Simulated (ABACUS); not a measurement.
The system is GaSb.

```xyz
2
Lattice="0.0000 3.0590 3.0590 3.0590 0.0000 3.0590 3.0590 3.0590 0.0000" Properties=species:S:1:pos:R:3 pbc="T T T"
Sb    4.5885    4.5885    4.5885
Ga    0.0000    0.0000    0.0000
```

Program: ABACUS 3.10.1. Alike in all runs: task single point; potentials or basis SG15 ONCV 1.2 PBE, DZP LCAO (the cutoffs set its grid); no spin polarisation; cell as given; k mesh 4 × 4 × 4; cutoff (eV) 1361; smearing fermi-dirac 0.05 eV; the mesh is coarse, so values aren't converged.

Question: Order these runs on this cell by their band gap on the k mesh, lowest first.
A. level HSE-type (share 0.1, screening 0.11/bohr); share of exact exchange 0.1
B. level HSE-type (share 0.25, screening 0.11/bohr); share of exact exchange 0.25
C. level HSE-type (share 0.4, screening 0.11/bohr); share of exact exchange 0.4

Answer: A (0.37 eV), B (0.86 eV), C (1.40 eV).

Caveats: all runs use coarse meshes; the atomic orbitals were generated for these runs and aren't a published set; gaps of hybrids in this basis differ from plane-wave ones by up to 0.1 eV; spin-orbit coupling is left out, which moves the levels of the heavy elements; the basis of atomic orbitals isn't converged, which shifts pressures, moduli and gaps.

A k mesh can miss the band edges.

Runs at the PBE level aren't shown here.
